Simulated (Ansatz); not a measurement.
**Ga: band structure with LDA**

Ga:

```
CELL_PARAMETERS angstrom
-1.38440 1.38440 2.31122
1.38440 -1.38440 2.31122
1.38440 1.38440 -2.31122
ATOMIC_POSITIONS crystal
Ga 0.00000 0.00000 0.00000
```

This isn't the form of Ga at room conditions, which is orthorhombic.

```
Program             : Ansatz 0.2.0
Task                : band structure
Functional          : LDA
Potentials or basis : all-electron LAPW, scalar-relativistic
Cutoff              : 238 eV (chosen from the basis error)
Basis error allowed : 0.001 eV/atom
k mesh              : 13 × 13 × 13
Occupations         : fermi-dirac, width 0.05 eV
Spin                : no spin polarisation
```

```json
{
  "Pressure": "-2.4 GPa",
  "Band gap along the path": "none (metal or under the smearing width)"
}
```

Stress tensor (GPa, compression positive):
```
-2.49  0.00  0.00
 0.00 -2.49  0.00
 0.00  0.00 -2.09
```

Levels at the corners of the path, in eV from the Fermi level:
```csv
point,band 9,band 10,band 11,band 12,band 13,band 14
Γ,-14.71,-11.47,12.56,12.92,12.92,16.26
X,-14.56,-1.90,-0.97,3.78,5.12,8.05
Y,-14.71,-1.43,-0.41,0.58,1.47,14.33
S,-14.71,-3.13,-1.56,-1.39,9.33,12.57
Γ,-14.71,-11.47,12.56,12.92,12.92,16.26
Z,-14.66,-4.50,-3.84,7.19,7.19,10.43
S1,-14.71,-3.13,-1.56,-1.39,9.33,12.57
N,-14.66,-4.90,-4.11,7.89,11.96,12.46
```

It took 14 s on 1 thread of AMD EPYC 7R43 64-Core Processor (Zen 3), on a shared host, peak memory 0.35 GiB.
